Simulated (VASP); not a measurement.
Wanted: the native input for a VASP 6.6.1 run.

```yaml
Task: single point
Functional: LDA
Potentials_or_basis: VASP PAW LDA potentials, release 64 (Ga_d, As)
Cutoff: 520 eV
k_mesh: 8 × 8 × 8
Occupations: gaussian, width 0.02 eV
Spin: non-collinear spin, zero start, spin-orbit coupling
Starting_moments: "[[0.0, 0.0, 0.0], [0.0, 0.0, 0.0]] μB"
Further_INCAR_settings: ALGO = Fast; EDIFF = 1e-07; NBANDS = 30
```

The structure of GaAs lies in POSCAR:

```
GaAs
1.0
    0.0000000000      2.8909699827      2.8909699827
    2.8909699827      0.0000000000      2.8909699827
    2.8909699827      2.8909699827      0.0000000000
Ga As
1 1
Direct
    0.0000000000      0.0000000000      0.0000000000
    0.2500000000      0.2500000000      0.2500000000
```

The cell was built by a generator and isn't the measured one.

The input as run:

INCAR

```
ALGO     = Fast           # electronic algorithm
EDIFF    = 1E-7           # SCF threshold, eV
ENCUT    = 520            # plane-wave cutoff, eV
GGA      = CA             # functional
GGA_COMPAT= False        
ISIF     = 2              # what is computed and relaxed
ISMEAR   = 0              # smearing method
LASPH    = True           # aspherical terms in the spheres
LCHARG   = True           # write CHGCAR
LORBIT   = 11             # projections on sites
LREAL    = False          # projectors in reciprocal space
LSORBIT  = True           # spin-orbit coupling
LVHAR    = True         
LWAVE    = False          # write WAVECAR
MAGMOM   = 0 0 0 0 0 0    # initial moments
NBANDS   = 30             # bands
NELM     = 80             # most SCF steps
PREC     = Accurate       # precision mode
SIGMA    = 0.02           # smearing width, eV
```

KPOINTS

```
k-points
0
Gamma
  8 8 8
```

Potentials or basis: VASP PAW LDA potentials, release 64 (Ga_d, As).

Launch:

```bash
$ cat potpaw_LDA.64/Ga_d/POTCAR potpaw_LDA.64/As/POTCAR > POTCAR
$ mpirun -np 1 vasp_ncl > vasp.out
```

It gave:

```
Pressure                                              : -5.3 GPa
Net moment                                            : 0.00 μB per cell
Valence electrons inside the program's atomic spheres : Ga 11.62; As 2.80
```

It took 2.5 min on 1 thread of Intel(R) Xeon(R) Platinum 8488C (Sapphire Rapids), with other jobs on the host, peak memory 0.28 GiB.
